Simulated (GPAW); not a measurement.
# InP (F-43m) in GPAW: notebook, part 2 of 2

GPAW 26.7.0.

### Step 6. Band structure, PBE

File run.py:

```python
from ase.dft.bandgap import bandgap
from ase.io import write
from ase.spacegroup import crystal
from gpaw import GPAW

# In 4a
# P 4c
atoms = crystal(['In', 'P'],
                basis=[[0.0, 0.0, 0.0],
                       [0.25, 0.25, 0.25]],
                spacegroup=216, setting=1,  # F-43m
                cellpar=[5.861, 5.861, 5.861, 90.0, 90.0, 90.0],
                primitive_cell=True)

calc = GPAW(mode='fd',
            h=0.2,
            xc='PBE',
            kpts={'size': (6, 6, 6), 'gamma': True},
            occupations={'name': 'fermi-dirac', 'width': 0.05},
            nbands=18,
            convergence={'density': 1e-05, 'energy': 1e-05},
            maxiter=150,
            txt='gpaw.txt')
atoms.calc = calc
energy = atoms.get_potential_energy()
forces = atoms.get_forces()
calc.write('gs.gpw')
write('result.traj', atoms)
print(f'Energy: {energy:.6f} eV')
print('Forces (eV/A):')
print(forces.round(4))
print('Fermi level:', round(calc.get_fermi_level(), 4), 'eV')
print(f'Gap: {bandgap(calc)[0]:.4f} eV, direct: {bandgap(calc, direct=True)[0]:.4f} eV')

path = atoms.cell.bandpath('GXWKGLUWLK,UX', npoints=60, eps=1e-4)
bs_calc = calc.fixed_density(kpts=path, symmetry='off', nbands=30,
                             convergence={'bands': 'CBM+6.0', 'eigenstates': 1e-6}, txt='bands.txt')
bs = bs_calc.band_structure()
bs.write('bs.json')
print(f'Gap on the path: {bandgap(bs_calc)[0]:.4f} eV')
```

Potentials or basis: GPAW PAW data sets (gpaw-data 1.2.1), fd.

The run is started by

```bash
> OMP_NUM_THREADS=1 python run.py
```

gpaw.txt:

```text
__  _  _
 | _ |_)|_||  |
 |__||  | ||/\| - 26.7.0

Input parameters:
  mode=FD(),
  convergence={'density': 1e-05, 'energy': 1e-05},
  h=0.2,
  kpts=MonkhorstPack(size=(6, 6, 6), gamma=True),
  maxiter=150,
  nbands=18,
  occupations=Occupations(name='fermi-dirac', width=0.05),
  xc=XC(name='PBE')

Diagonalizing LCAO Hamiltonian
Converting LCAO to fd mode

           P

       In

Atoms  # Å, Bohr magnetons
|   | symbol |        x |        y |        z |    initial magnetic moments |
|---|--------|----------|----------|----------|-----------------------------|
| 0 |     In | 0.000000 | 0.000000 | 0.000000 | ( 0.0000,  0.0000,  0.0000) |
| 1 |      P | 1.465250 | 1.465250 | 1.465250 | ( 0.0000,  0.0000,  0.0000) |

Unit cell  # Å
[... 170 lines left out ...]
|iter:   1| |   -9.140035 | +0.06 |       |
|iter:   2| |   -9.083829 | -1.29 | -1.11 |
|iter:   3| |   -8.800613 | -1.32 | -1.15 |
|iter:   4| |   -8.805263 | -2.65 | -1.83 |
|iter:   5| |   -8.806465 | -3.28 | -2.25 |
|iter:   6| |   -8.806592 | -4.26 | -2.94 |
|iter:   7| |   -8.806605c| -5.03 | -3.47 |
|iter:   8| |   -8.806605c| -5.84 | -4.36 |
|iter:   9| |   -8.806605c| -6.73 | -4.95 |
|iter:  10| |   -8.806605c| -7.45c| -5.34c|

Converged in 10 steps
Energy contributions relative to reference atoms: (reference = -169278.333319)

Energy contributions:
  Kinetic:          22.189087
  Coulomb:         -20.650448
  Zero:              0.328094
  External:          0.000000
  Xc:              -10.673333
  Entropy:          -0.000011
  Spinorbit:         0.000000
  ----------------------------
  Free energy:      -8.806611
  Extrapolated:     -8.806605

dipole moment: (-22.482815, -22.482815, -22.482815)  # |e|*Ang

Fermi level: 5.305
Eigenvalues  # (at kpt = [0.000, 0.000, 0.000])
| band index |      eig [eV] | occ [0-2] |
|------------|---------------|-----------|
|          0 |        -9.195 |     2.000 |
|          1 |        -9.195 |     2.000 |
|          2 |        -9.189 |     2.000 |
|          3 |        -9.032 |     2.000 |
|          4 |        -9.032 |     2.000 |
|          5 |        -6.599 |     2.000 |
[... 10 lines left out ...]
|         16 |        16.130 |     0.000 |
|         17 |        16.132 |     0.000 |

Gap: 0.713 eV
Transition (v -> c):
  (s=0, k=0, n=8, [0.00, 0.00, 0.00]) -> (s=0, k=0, n=9, [0.00, 0.00, 0.00])
No difference between direct/indirect transitions

Forces  # eV/Ang
|        x |        y |       z |
|----------|----------|---------|
|  0.00000 | -0.00000 | 0.00000 |  # In   0
| -0.00000 |  0.00000 | 0.00000 |  # P    1

# Writing to gs.gpw (mode='')
```

stdout:

```text
Energy: -8.806605 eV
Forces (eV/A):
[[ 0. -0.  0.]
 [-0.  0.  0.]]
Fermi level: 5.3052 eV
Gap: 0.7127 eV, direct: 0.7127 eV
Gap on the path: 0.7127 eV
```

It took 60 s on 1 thread of Arm Neoverse V2, shared host; peak memory 0.33 GiB.

Results:

```
Free energy             : -8.8066 eV
Band gap on the k mesh  : 0.71 eV, direct
Band gap along the path : 0.71 eV, direct
```

Levels at the corners of the path, in eV from the valence-band top:
```
point  band 7  band 8  band 9  band 10  band 11  band 12
    Γ    0.00    0.00    0.00     0.71     4.06     4.06
    X   -5.75   -2.34   -2.34     1.76     2.28     9.21
    W   -5.60   -2.96   -2.93     4.29     4.38     5.55
    K   -5.61   -3.32   -1.95     2.36     4.39     7.49
    Γ    0.00    0.00    0.00     0.71     4.06     4.06
    L   -5.74   -0.98   -0.98     1.50     4.79     4.79
    U   -5.61   -3.32   -1.95     2.36     4.39     7.49
    W   -5.60   -2.96   -2.93     4.29     4.38     5.55
    L   -5.74   -0.98   -0.98     1.50     4.79     4.79
    K   -5.61   -3.32   -1.95     2.36     4.39     7.49
    U   -5.61   -3.32   -1.95     2.36     4.39     7.49
    X   -5.75   -2.34   -2.34     1.76     2.28     9.21
```

Caveat: the real-space grid adds noise to forces; spin-orbit coupling is left out, which moves the levels of the heavy elements.

### Step 7. The runs side by side

| task | level | potentials or basis | spin | cutoff (eV) | band path | band points | spin axis theta (degrees) | spin axis phi (degrees) | grid spacing | gap on the mesh (eV) | V0 of scaled cells (Å³/atom) | B0 (GPa) |
| --- | --- | --- | --- | --- | --- | --- | --- | --- | --- | --- | --- | --- |
| equation of state | r2SCAN+D3(BJ) | GPAW PAW data sets (gpaw-data 1.2.1), pw | off | 600 | - | - | - | - | - | - | - | - |
| equation of state | RPBE+D3 | the program's PAW data sets (release 1.2.1) made for this functional, pw | off | 600 | - | - | - | - | - | - | 26.18 | 60 |
| equation of state | PBEint | PAW data sets generated in the run's folder for this functional, pw | off | 600 | - | - | - | - | - | - | 25.64 | 65 |
| band structure | r2SCAN | GPAW PAW data sets (gpaw-data 1.2.1), pw | SOC, no magnetisation | 600 | GXWKGLUWLK,UX | 100 | 90 | 0 | - | 1.11 | - | - |
| band structure | PBE | GPAW PAW data sets (gpaw-data 1.2.1), fd | off | - | GXWKGLUWLK,UX | 60 | - | - | 0.2 Å | 0.71 | - | - |

Alike in all rows: cell as given; k mesh 6 × 6 × 6; smearing fermi-dirac 0.05 eV.

Caveats: the PAW data sets were made with another functional, which shifts forces and pressure a little (some runs); the points scatter about the fit (some runs); spin-orbit coupling was added after a scalar SCF, so levels and gaps hold it while energy, forces, pressure and moments don't (some runs); this program's spin-orbit splittings come out too wide for heavy elements (some runs); the real-space grid adds noise to forces (some runs); spin-orbit coupling is left out, which moves the levels of the heavy elements (some runs).

Total energies depend on the potentials used, so only differences within one code and one set of settings carry meaning.

### Step 8. How close it comes

Step 3. A measured bulk modulus of InP is 71 GPa (a printed reference work, data compilation); the calculated 60 GPa misses it by -15.3 %. The fit is for a static lattice scaled at fixed shape and fixed fractional positions.

Step 4. A measured bulk modulus of InP is 71 GPa (a printed reference work, data compilation); the calculated 65 GPa misses it by -8.1 %. The fit is for a static lattice scaled at fixed shape and fixed fractional positions.

Step 5. Against the measured gap of InP, 1.4236 eV (direct; 1.6 K; a printed reference work, data compilation), the calculated 1.11 eV is off by -0.31 eV. The value is that of r2SCAN, without temperature or zero-point motion.

Step 6. Measured gap of InP: 1.4236 eV (direct; 1.6 K; a printed reference work, data compilation). This calculation gives 0.71 eV (-0.71 eV). Spin-orbit coupling on In is left out. The value is that of PBE, without temperature or zero-point motion. Semilocal functionals fall short of measured gaps as a rule.
